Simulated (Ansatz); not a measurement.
An element in the fcc structure gives these cold pressures by all-electron LAPW under PBE (Ansatz 0.2.0, scalar-relativistic, no spin polarisation).

| V (Å³/atom) | P (GPa) |
| --- | --- |
| 19.33 | -0.01 |
| 17.01 | 13.42 |
| 15.08 | 33.5 |
| 13.15 | 69.4 |
| 11.21 | 139.2 |
| 9.67 | 243.1 |
| 8.31 | 411.8 |

Task: Which element is it?

Result: As. Its zero-pressure volume in this structure is near 19.3 Å³/atom; the volume and the steepness of P(V) together point to it, though neighbours can come close. This is the case that was computed; others weren't tested.
